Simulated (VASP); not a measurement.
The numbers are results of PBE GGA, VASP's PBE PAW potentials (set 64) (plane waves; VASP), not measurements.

The input files of a VASP run:

KPOINTS:
```
Automatic mesh
0
Gamma
6 6 6
0 0 0
```

POSCAR:
```
CsBr
4.4769240
  1.0000000859   0.0000000000   0.0000000000
  0.0000000000   1.0000000859   0.0000000000
  0.0000000000   0.0000000000   1.0000000859
Cs Br
1 1
direct
  0.0000000000   0.0000000000   0.0000000000
  0.5000000000   0.5000000000   0.5000000000
```

### INCAR
```
# general
SYSTEM =CsBr
PREC   =Accurate
ENCUT  =520
LREAL  =.FALSE.
LASPH  =.TRUE.

# electronic loop
EDIFF  =1E-7
NELM   =100
ALGO   =Normal
LMAXMIX=4

# smearing
ISMEAR =0
SIGMA  =0.05

# functional
GGA    =PE

# ions
ISIF   =2

# output
LWAVE  =.FALSE.
LCHARG =.FALSE.
```

POTCAR, in this order: Cs_sv Br (PBE.64 set). Program: vasp_std.

The resulting files:

OSZICAR:
```
       N       E                     dE             d eps       ncg     rms          rms(c)
DAV:   1     0.984380188138E+02    0.98438E+02   -0.64665E+03   480   0.111E+03
DAV:   2     0.171991137144E+01   -0.96718E+02   -0.90962E+02   724   0.176E+02
DAV:   3    -0.622907436739E+01   -0.79490E+01   -0.79273E+01   596   0.587E+01
DAV:   4    -0.631862919463E+01   -0.89555E-01   -0.89523E-01   568   0.734E+00
DAV:   5    -0.631940925968E+01   -0.78007E-03   -0.77994E-03   600   0.689E-01    0.181E+00
DAV:   6    -0.605639567137E+01    0.26301E+00   -0.39410E-01   552   0.304E+00    0.110E+00
DAV:   7    -0.601124830009E+01    0.45147E-01   -0.18819E-01   588   0.217E+00    0.605E-01
DAV:   8    -0.601431505034E+01   -0.30668E-02   -0.16546E-02   532   0.867E-01    0.106E-01
DAV:   9    -0.601490184166E+01   -0.58679E-03   -0.24275E-03   604   0.296E-01    0.811E-02
DAV:  10    -0.601495752950E+01   -0.55688E-04   -0.19685E-04   540   0.110E-01    0.911E-03
DAV:  11    -0.601496375405E+01   -0.62246E-05   -0.23355E-05   584   0.314E-02    0.450E-03
DAV:  12    -0.601496402071E+01   -0.26666E-06   -0.67667E-06   556   0.161E-02    0.124E-03
DAV:  13    -0.601496403792E+01   -0.17208E-07   -0.18711E-07   524   0.336E-03
   1 F= -.60149640E+01 E0= -.60149640E+01  d E =-.575874E-13
```

**OUTCAR**
```
------------------------ aborting loop because EDIFF is reached ----------------------------------------
  FORCE on cell =-STRESS in cart. coord.  units (eV):
  Direction    XX          YY          ZZ          XY          YZ          ZX
  --------------------------------------------------------------------------------------
  Total       -0.3346973     -0.3346973     -0.3346973      0.0000000      0.0000000     -0.0000000
  in kB       -5.9761780     -5.9761780     -5.9761780      0.0000000      0.0000000     -0.0000000
  external PRESSURE =      -5.9761780 kB  Pullay stress =       0.0000000 kB
  volume of cell :       89.73
      direct lattice vectors                 reciprocal lattice vectors
     4.476924385  0.000000000  0.000000000     0.223367632  0.000000000  0.000000000
     0.000000000  4.476924385  0.000000000     0.000000000  0.223367632  0.000000000
     0.000000000  0.000000000  4.476924385     0.000000000  0.000000000  0.223367632
 POSITION                                       TOTAL-FORCE (eV/Angst)
 -----------------------------------------------------------------------------------
      0.00000      0.00000      0.00000         0.000000      0.000000      0.000000
      2.23846      2.23846      2.23846         0.000000      0.000000      0.000000
 -----------------------------------------------------------------------------------
    total drift:                                0.000000      0.000000      0.000000
  FREE ENERGIE OF THE ION-ELECTRON SYSTEM (eV)
  ---------------------------------------------------
  free  energy   TOTEN  =        -6.0149640379 eV

  energy  without entropy=       -6.0149640379  energy(sigma->0) =       -6.01496404
```
(Selected blocks of OUTCAR.)

File OUTCAR:
```
 val. band max:       -0.8749701372   @ k =   0.5000   0.5000   0.0000

 cond. band min:       3.1651347426   @ k =   0.0000   0.0000   0.0000


 Fermi energy:        -0.6370524836

 k-point     1 :       0.0000    0.0000    0.0000
  band No.  band energies     occupation
      1     -20.8854      2.00000
      2     -13.1123      2.00000
      3      -7.5253      2.00000
      4      -7.5253      2.00000
      5      -7.5253      2.00000
      6      -0.9123      2.00000
      7      -0.9123      2.00000
      8      -0.9123      2.00000
      9       3.1651      0.00000
     10       4.1169      0.00000
     11       4.1169      0.00000
     12       7.8035      0.00000

 k-point     2 :       0.1667    0.0000    0.0000
  band No.  band energies     occupation
      1     -20.8780      2.00000
      2     -13.1111      2.00000
      3      -7.6042      2.00000
      4      -7.5097      2.00000
      5      -7.5097      2.00000
      6      -1.2353      2.00000
      7      -0.9418      2.00000
      8      -0.9418      2.00000
      9       3.7275      0.00000
     10       4.2723      0.00000
     11       4.6103      0.00000
     12       7.6609      0.00000

 k-point     3 :       0.3333    0.0000    0.0000
  band No.  band energies     occupation
      1     -20.8630      2.00000
      2     -13.1095      2.00000
      3      -7.7519      2.00000
      4      -7.4779      2.00000
      5      -7.4779      2.00000
      6      -1.7497      2.00000
      7      -1.0027      2.00000
      8      -1.0027      2.00000
      9       4.6753      0.00000
     10       4.9369      0.00000
     11       5.6879      0.00000
     12       7.5016      0.00000

 k-point     4 :       0.5000    0.0000    0.0000
  band No.  band energies     occupation
      1     -20.8555      2.00000
      2     -13.1090      2.00000
      3      -7.8212      2.00000
      4      -7.4617      2.00000
      5      -7.4617      2.00000
      6      -1.9669      2.00000
...
```

Unless said otherwise, spin-orbit coupling is left out, though it shifts the bands of the heavy elements here.

The compound is CsBr in the CsCl type structure. This cell is one point of a volume scan, at 1.06 of the reference volume.
